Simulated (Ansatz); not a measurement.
# Cancellation of cutoff errors in SiO$_{2}$

Level of theory: DFT PBE, scalar-relativistic, plane waves, PAW (Ansatz 0.2.0).

```
CELL_PARAMETERS angstrom
5.06052 0.00000 0.00000
-2.53026 4.38254 0.00000
0.00000 0.00000 5.54135
ATOMIC_POSITIONS crystal
Si 0.00000 0.50000 0.33333
Si 0.50000 0.50000 0.66667
Si 0.50000 0.00000 0.00000
O 0.58279 0.79139 0.83333
O 0.79139 0.58279 0.50000
O 0.79139 0.20861 0.16667
O 0.41721 0.20861 0.83333
O 0.20861 0.41721 0.50000
O 0.20861 0.79139 0.16667
```

```json
{
  "Γ-centred k-mesh": "6×6×4",
  "occupation rule": "Gaussian smearing, 0.02 eV",
  "spin treatment": "unpolarised"
}
```

A second cell has all atoms moved and the lattice slightly strained:

```yaml
crystal:
  lattice:
    - [4.94144, 0.00176, 0.02176]
    - [-2.46920, 4.39697, -0.04301]
    - [0.02383, -0.04062, 5.62265]
  atoms:
    - { symbol: Si, position: [0.01572, 0.49104, 0.33709] }
    - { symbol: Si, position: [0.53061, 0.50174, 0.68103] }
    - { symbol: Si, position: [0.51100, 0.98586, 0.99960] }
    - { symbol: O, position: [0.60350, 0.78951, 0.82796] }
    - { symbol: O, position: [0.80086, 0.56688, 0.50594] }
    - { symbol: O, position: [0.78343, 0.20769, 0.16903] }
    - { symbol: O, position: [0.39383, 0.18807, 0.83674] }
    - { symbol: O, position: [0.20890, 0.43241, 0.48469] }
    - { symbol: O, position: [0.22118, 0.80808, 0.16663] }
```

It ran on a 6×6×4 mesh. Both were run at several values of the cutoff; energies per atom at zero smearing, errors against the largest value (600 eV), which isn't proved converged itself.

| cutoff | error, first cell (meV) | error, second cell (meV) |
| --- | --- | --- |
| 200 eV | 4567.94 | 4530.88 |
| 250 eV | 1263.95 | 1263.39 |
| 300 eV | 308.69 | 309.30 |
| 350 eV | 63.08 | 63.00 |
| 420 eV | 3.89 | 3.83 |

Task: At the largest value the second cell lies 210.98 meV/atom above the first. What is the error of that difference at each value, and where does each quantity come within 1 meV/atom?

Result: The error of the difference is the second cell's error less the first's:
| cutoff | difference (meV) | its error (meV) |
| --- | --- | --- |
| 200 eV | 173.91 | -37.06 |
| 250 eV | 210.42 | -0.56 |
| 300 eV | 211.59 | 0.61 |
| 350 eV | 210.90 | -0.08 |
| 420 eV | 210.92 | -0.06 |

No value below the largest brings the first cell's total energy within 1 meV/atom, while the difference is there from 250 eV on. Most of the error cancels, by a factor of about 503 in the median. A missing short wave mostly misdescribes the region near each nucleus, which both cells share; what doesn't cancel comes largely from the change of volume and bonding.

This form isn't the usual stable structure of the compound.

6 further runs of this set aren't shown.